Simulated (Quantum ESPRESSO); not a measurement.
The system is ZnS (Wurtzite-2H).

```
Zn S
1.0
     3.81100    0.00000    0.00000
    -1.90550    3.30042    0.00000
     0.00000    0.00000    6.23400
Zn S
2 2
Direct
  0.66667 0.33333 0.50000
  0.33333 0.66667 0.00000
  0.66667 0.33333 0.88500
  0.33333 0.66667 0.38500
```

| Item | Value |
| --- | --- |
| Program | Quantum ESPRESSO 7.5 |
| Task | Berry-phase polarisation |
| Functional | PBE |
| Potentials or basis | JTH 2.0 PBE |
| Cutoff | 490 eV |
| Density cutoff | 2939 eV |
| k mesh | 3 × 3 × 2 |
| Occupations | fermi-dirac, width 0.05 eV |
| Spin | no spin polarisation |
| Mixing beta | 0.5 |
| Most SCF iterations | 120 |
| SCF threshold | 8e-10 Ry |
| Diago david ndim | 3 |
| k points per string | 8 × 8 × 8 |

The first run showed a gap, so the response started from a second, tighter run with fixed occupations.

Q: What formal polarisation does the Berry-phase calculation give along the three lattice vectors?

A: 0.000, 0.000, 0.625 C/m², each defined up to a quantum of 1.531, 1.531, 2.479 C/m², that is 0.000, 0.000, 0.252 of the quanta. A formal value alone isn't measurable: only its change along an insulating path is.

Berry phases in units of 2π:
| direction | ionic | electronic | their sum is defined modulo |
| --- | --- | --- | --- |
| a1 | 0.000 | 0.000 | 2 |
| a2 | 0.000 | 0.000 | 2 |
| a3 | -0.321 | 0.825 | 2 |

Caveat: the k mesh is coarse (spacing up to 0.63 Å⁻¹), so the values aren't converged; the cutoff lies well under what these potentials need, so the values aren't converged; with symmetry on, the polarisation can be off by several percent.
